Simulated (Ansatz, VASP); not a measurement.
MgS in VASP and in Ansatz

File INCAR:

```
SYSTEM = MgS
  ALGO = Normal
  EDIFF = 1E-6
  ENCUT = 520
  GGA = PS
  ISIF = 2
  ISMEAR = 0
  LASPH = .TRUE.
  LCHARG = .FALSE.
  LREAL = .FALSE.
  LWAVE = .FALSE.
  NBANDS = 11
  NELM = 100
  PREC = Accurate
  SIGMA = 0.05
```

The input KPOINTS:

```
k-points
0
G
  8 8 8
  0 0 0
```

Contents of POSCAR:

```
MgS
1.0
    0.0000000000      3.0456040503      2.8331200468
    3.0456040503      0.0000000000      2.8331200468
    3.0456040503      3.0456040503      0.0000000000
Mg S
1 1
Direct
    0.0000000000      0.0000000000      0.0000000000
    0.7500000000      0.7500000000      0.7500000000
```

Input for Ansatz:

```yaml
crystal:
  lattice:
    - [0.0, 3.0456040503, 2.8331200468]
    - [3.0456040503, 0.0, 2.8331200468]
    - [3.0456040503, 3.0456040503, 0.0]
  atoms:
    - { symbol: Mg, position: [0.0, 0.0, 0.0] }
    - { symbol: S, position: [0.75, 0.75, 0.75] }
basis:
  ecutwfc: 420
kpoints:
  mp_grid: { grid: [8, 8, 8] }
hamiltonian:
  xc: pbesol
scf:
  occupations: { method: gaussian, width: 0.05 }
output:
  forces: true
  stress: true
  eigenvalues: true
```

Change from the starting cell: strain +0.0750 x Voigt [1, 1, 0, 0, 0, 0], atoms carried along.

Alike in both runs: task single point; functional PBEsol; k mesh 8 × 8 × 8; occupations gaussian, width 0.05 eV; no spin polarisation.

```csv
,VASP,Ansatz
version,VASP 6.6.1,Ansatz 0.2.0
potentials or method,"VASP PAW PBE potentials, release 64 (Mg, S)","scalar-relativistic, plane waves, PAW"
plane-wave cutoff (eV),520,420
valence electrons in the cell,8,16
```

VASP gave:

| Item | Value |
| --- | --- |
| gap on the k mesh at the Fermi level (eV) | 2.50 |
| least direct gap on the mesh (eV) | 2.50 |
| pressure (GPa) | -6.7 |
| largest component of the traceless stress (GPa) | 1.11 |

Q: What did Ansatz give for the same quantities?

A: gap on the k mesh at the Fermi level (eV): 2.50; least direct gap on the mesh (eV): 2.50; pressure (GPa): -6.5; largest component of the traceless stress (GPa): 1.10.

The two sets of potentials don't hold the same shells in valence.

Caveats: the PAW data sets were made with another functional, which shifts forces and pressure a little (VASP).
